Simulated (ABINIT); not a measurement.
# InP (F-43m) in ABINIT: notebook, part 2 of 2

ABINIT 10.8.3 (patched build). Earlier steps stand in the parts before.

**3. Band structure, HCTH407**

File run.abi:

```
# Datasets: ground state, then fixed potential
ndtset 2

# Pseudopotentials
pp_dirpath "./"
pseudos "In.GGA_PBE-JTH_sp.xml, P.GGA_PBE-JTH.xml"

# Structure
acell 3*1.0
rprim
     0.0000000000     5.5378424082     5.5378424082
     5.5378424082     0.0000000000     5.5378424082
     5.5378424082     5.5378424082     0.0000000000
ntypat 2
znucl 49 15
natom 2
typat 1 2
xred
     0.0000000000     0.0000000000     0.0000000000
     0.7500000000     0.7500000000     0.7500000000

# Plane-wave basis
ecut 20.0
pawecutdg 40.0

# Exchange and correlation
ixc 27

# Bands and occupations
occopt 3
tsmear 0.00183747

# SCF cycle
nstep 100

# Output
iomode 3
prtwf 0
prteig 0
prtebands 0
prtden1 1

# Dataset 1
kptopt1 1
ngkpt1 8 8 8
nshiftk1 1
shiftk1 0.0 0.0 0.0
nband1 8
tolvrs1 1.0e-9

# Dataset 2: bands along G-X-W-K-G-L-U-W-L-K
iscf2 -2
getden2 1
nband2 12
nbdbuf2 2
tolwfr2 1.0e-12
kptopt2 -9
ndivsm2 6
prteig2 1
kptbounds2
     0.0000000000     0.0000000000     0.0000000000
     0.5000000000     0.0000000000     0.5000000000
     0.5000000000     0.2500000000     0.7500000000
     0.3750000000     0.3750000000     0.7500000000
     0.0000000000     0.0000000000     0.0000000000
     0.5000000000     0.5000000000     0.5000000000
     0.6250000000     0.2500000000     0.6250000000
     0.5000000000     0.2500000000     0.7500000000
     0.5000000000     0.5000000000     0.5000000000
     0.3750000000     0.3750000000     0.7500000000
```

Potentials or basis: JTH PAW PBE v2.0 sp.

Run with:

```sh
$ abinit run.abi > log 2>&1
```

Run time: 39 s. Hardware: 1 thread of Arm Neoverse V1, shared host; peak memory 0.13 GiB.

Results (log left out):

| Item | Value |
| --- | --- |
| Free energy | -238.2357 eV |
| Band gap on the k mesh | 1.05 eV, direct |
| Valence electrons inside the program's atomic spheres | In 2.43; P 1.60 |

Levels at the corners of the path, in eV from the valence-band top:
| point | band 2 | band 3 | band 4 | band 5 | band 6 | band 7 |
| --- | --- | --- | --- | --- | --- | --- |
| Γ | 0.00 | 0.00 | 0.00 | 1.05 | 4.29 | 4.29 |
| X | -5.64 | -2.19 | -2.19 | 2.28 | 2.55 | 9.71 |
| W | -5.48 | -2.79 | -2.70 | 4.48 | 4.71 | 5.91 |
| K | -5.49 | -3.09 | -1.84 | 2.74 | 4.67 | 7.72 |
| Γ | 0.00 | 0.00 | 0.00 | 1.05 | 4.29 | 4.29 |
| L | -5.53 | -0.92 | -0.92 | 1.79 | 5.03 | 5.03 |
| U | -5.49 | -3.09 | -1.84 | 2.74 | 4.67 | 7.72 |
| W | -5.48 | -2.79 | -2.70 | 4.48 | 4.71 | 5.91 |
| L | -5.53 | -0.92 | -0.92 | 1.79 | 5.03 | 5.03 |
| K | -5.49 | -3.09 | -1.84 | 2.74 | 4.67 | 7.72 |

Caveat: the cutoff is too short for stress, so the log's stress isn't used; the PAW data sets were made with another functional, which shifts forces and pressure a little; spin-orbit coupling is left out, which moves the levels of the heavy elements; this set keeps more shells in the core, which shifts pressures and gaps.

**4. Band structure, LDA**

Edit run.abi of step 3 so:

```diff
@@ -1,9 +1,6 @@
-# Datasets: ground state, then fixed potential
 ndtset 2
 
-# Pseudopotentials
 pp_dirpath "./"
-pseudos "In.GGA_PBE-JTH_sp.xml, P.GGA_PBE-JTH.xml"
+pseudos "In.LDA_PW-JTH_sp.xml, P.LDA_PW-JTH.xml"
 
-# Structure
 acell 3*1.0
@@ -21,3 +18,2 @@
 
-# Plane-wave basis
 ecut 20.0
@@ -25,6 +21,4 @@
 
-# Exchange and correlation
-ixc 27
+ixc 7
 
-# Bands and occupations
 occopt 3
@@ -32,6 +26,4 @@
 
-# SCF cycle
 nstep 100
 
-# Output
 iomode 3
@@ -40,5 +32,8 @@
 prtebands 0
+enunit 2
 prtden1 1
+prtvha1 1
+prtvclmb1 1
+prtpot1 1
 
-# Dataset 1
 kptopt1 1
@@ -50,3 +45,2 @@
 
-# Dataset 2: bands along G-X-W-K-G-L-U-W-L-K
 iscf2 -2
@@ -57,4 +51,5 @@
 kptopt2 -9
-ndivsm2 6
+ndivsm2 8
 prteig2 1
+prtvol2 -3
 kptbounds2
```

Potentials or basis: JTH PAW LDA v2.0 sp.

Run with:

```sh
$ abinit run.abi > log 2>&1
```

Run time: 41 s. Hardware: 1 thread of Arm Neoverse V1, shared host; peak memory 0.14 GiB.

Results (log left out):

```yaml
Free_energy: -240.9641 eV
Pressure: 1.2 GPa
Band_gap_on_the_k_mesh: 0.58 eV, direct
Band_gap_along_the_path: 0.58 eV, direct
Valence_electrons_inside_the_program's_atomic_spheres: In 2.42; P 1.60
```

Levels at the corners of the path, in eV from the valence-band top:
```csv
point,band 1,band 2,band 3,band 4,band 5,band 6,band 7,band 8
Γ,-11.54,0.00,0.00,0.00,0.58,4.01,4.01,4.01
X,-9.36,-5.86,-2.35,-2.35,1.62,2.14,9.12,9.46
W,-9.31,-5.68,-3.03,-2.96,4.23,4.35,5.48,6.09
K,-9.39,-5.70,-3.38,-1.97,2.23,4.34,7.44,7.50
Γ,-11.54,0.00,0.00,0.00,0.58,4.01,4.01,4.01
L,-10.00,-5.81,-0.98,-0.98,1.37,4.73,4.73,6.99
U,-9.39,-5.70,-3.38,-1.97,2.23,4.34,7.44,7.50
W,-9.31,-5.68,-3.03,-2.96,4.23,4.35,5.48,6.09
L,-10.00,-5.81,-0.98,-0.98,1.37,4.73,4.73,6.99
K,-9.39,-5.70,-3.38,-1.97,2.23,4.34,7.44,7.50
```

Caveat: spin-orbit coupling is left out, which moves the levels of the heavy elements; this set keeps more shells in the core, which shifts pressures and gaps.

**5. Equation of state, PBEsol**

File run.abi:

```
# Datasets: one volume each
ndtset 7
getwfk -1
scalecart1 3*0.9795861087
scalecart2 3*0.9864848297
scalecart3 3*0.9932883884
scalecart4 3*1.0000000000
scalecart5 3*1.0066227096
scalecart6 3*1.0131594038
scalecart7 3*1.0196128224

# Pseudopotentials
pp_dirpath "./"
pseudos "In.GGA_PBE-JTH_sp.xml, P.GGA_PBE-JTH.xml"

# Structure
acell 3*1.0
rprim
     0.0000000000     5.5378424082     5.5378424082
     5.5378424082     0.0000000000     5.5378424082
     5.5378424082     5.5378424082     0.0000000000
ntypat 2
znucl 49 15
natom 2
typat 1 2
xred
     0.0000000000     0.0000000000     0.0000000000
     0.7500000000     0.7500000000     0.7500000000

# Plane-wave basis
ecut 544.227725 eV
pawecutdg 40.0

# k points
kptopt 1
ngkpt 8 8 8
nshiftk 1
shiftk 0.0 0.0 0.0

# Exchange and correlation
ixc -116133

# Bands and occupations
nband 8
occopt 3
tsmear 0.05 eV

# SCF cycle
nstep 100
tolvrs 1.0e-9

# Output
iomode 3
prtwf 1
prtden 0
prteig 0
prtebands 0
```

Potentials or basis: JTH PAW PBE v2.0 sp.

Run with:

```sh
$ abinit run.abi > log 2>&1
```

It took 85 s on 1 thread of Arm Neoverse V1, shared host; peak memory 0.16 GiB.

The run converged. Its results:

| Property | Result |
| --- | --- |
| Equilibrium volume | 26.26 Å³/atom |
| Bulk modulus | 68 GPa |
| Pressure derivative of the bulk modulus | 4.8 |

Energy against volume, from the lowest point:
| volume (Å³/atom) | energy (meV/atom) |
| --- | --- |
| 23.657 | 67.12 |
| 24.160 | 41.94 |
| 24.663 | 23.30 |
| 25.167 | 10.50 |
| 25.670 | 2.91 |
| 26.173 | 0.00 |
| 26.677 | 1.27 |

Caveat: the cutoff is too short for stress, so the log's stress isn't used; pressures at fixed basis lie under the slope of the energies; the PAW data sets were made with another functional, which shifts forces and pressure a little; this set keeps more shells in the core, which shifts pressures and gaps.

**6. Equation of state, HCTH407**

Edit run.abi of step 5 so:

```diff
@@ -16,7 +16,7 @@
 # Structure
-acell 3*1.0
+acell 3*1.0 Angstrom
 rprim
-     0.0000000000     5.5378424082     5.5378424082
-     5.5378424082     0.0000000000     5.5378424082
-     5.5378424082     5.5378424082     0.0000000000
+     0.0000000000     2.9305000000     2.9305000000
+     2.9305000000     0.0000000000     2.9305000000
+     2.9305000000     2.9305000000     0.0000000000
 ntypat 2
@@ -30,3 +30,3 @@
 # Plane-wave basis
-ecut 544.227725 eV
+ecut 20.0
 pawecutdg 40.0
@@ -40,3 +40,3 @@
 # Exchange and correlation
-ixc -116133
+ixc 27
```

Potentials or basis: JTH PAW PBE v2.0 sp.

Run with:

```sh
$ abinit run.abi > log 2>&1
```

Run time: 90 s. Hardware: 1 thread of Arm Neoverse V1, shared host; peak memory 0.16 GiB.

It converged, with:

```yaml
Equilibrium_volume: "27.25 Å³/atom (rough: see the caveat)"
Bulk_modulus: 56 GPa (rough)
```

Energy against volume, from the lowest point:
```tsv
volume (Å³/atom)	energy (meV/atom)
23.657	106.21
24.160	74.73
24.663	49.59
25.167	30.10
25.670	15.67
26.173	5.80
26.677	0.00
```

Caveat: the cutoff is too short for stress, so the log's stress isn't used; pressures at fixed basis lie under the slope of the energies; the minimum lies outside the volumes run; the PAW data sets were made with another functional, which shifts forces and pressure a little; this set keeps more shells in the core, which shifts pressures and gaps.

**7. Overview**

```csv
task,level,potentials or basis,gap on the mesh (eV)
equation of state,HCTH407,JTH PAW PBE v2.0,-
band structure,HCTH407,JTH PAW PBE v2.0 sp,1.05
band structure,LDA,JTH PAW LDA v2.0 sp,0.58
equation of state,PBEsol,JTH PAW PBE v2.0 sp,-
equation of state,HCTH407,JTH PAW PBE v2.0 sp,-
```

Alike in all rows: no spin polarisation; cell as given; k mesh 8 × 8 × 8; cutoff (eV) 544; smearing fermi-dirac 0.05 eV.

Caveats: the PAW data sets were made with another functional, which shifts forces and pressure a little (some runs); this set keeps more shells in the core, which shifts pressures and gaps (some runs); pressures at fixed basis lie under the slope of the energies (some runs); the minimum lies outside the volumes run (some runs); spin-orbit coupling is left out, which moves the levels of the heavy elements (some runs).

Total energies depend on the potentials used, so only differences within one code and one set of settings carry meaning.

**8. Against experiment**

Step 3. Measured gap of InP: 1.4236 eV (direct; 1.6 K; a printed reference work, data compilation). This calculation gives 1.05 eV (-0.37 eV). Spin-orbit coupling on In is left out. The value is that of HCTH407, without temperature or zero-point motion.

Step 4. A measured gap of InP is 1.4236 eV (direct; 1.6 K; a printed reference work, data compilation); the calculated 0.58 eV misses it by -0.85 eV. Spin-orbit coupling on In is left out. The value is that of LDA, without temperature or zero-point motion. Semilocal functionals fall short of measured gaps as a rule.

Step 5. Measured bulk modulus of InP: 71 GPa (a printed reference work, data compilation). This calculation gives 68 GPa (-4.2 %). The fit is for a static lattice scaled at fixed shape and fixed fractional positions.
